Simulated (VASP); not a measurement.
A run of VASP 6.6.1:

INCAR

```
SYSTEM = Ba
PREC = Accurate
ENCUT = 520
EDIFF = 1E-7
ISMEAR = -1
SIGMA = 0.05
LREAL = .False.
LASPH = .True.
NELM = 80
ALGO = Normal
ISIF = 2
LWAVE = .False.
LCHARG = .False.
GGA = PE
NBANDS = 11
```

KPOINTS

```
Automatic mesh
0
Gamma
  7 7 7
  0 0 0
```

POSCAR

```
Ba
1.0
    3.9996500000      0.0000000000      0.0000000000
    0.0000000000      3.9996500000      0.0000000000
    0.0000000000      0.0000000000      3.6055390000
Ba
1
Direct
    0.5000000000      0.5000000000      0.5000000000
```

Potentials or basis: VASP PAW PBE potentials, release 64 (Ba_sv).

Launch:

```bash
$ cat potpaw_PBE.64/Ba_sv/POTCAR > POTCAR
$ mpirun -np 1 vasp_std > vasp.out
```

Hardware: 1 thread of Intel(R) Xeon(R) 6975P-C (Granite Rapids), with other jobs on the host.

Q: Estimate the wall time of this run.

A: It took 11 s on 1 thread of Intel(R) Xeon(R) 6975P-C (Granite Rapids) (shared host), peak memory 0.16 GiB. Counts: scf iterations 13, k points 40.
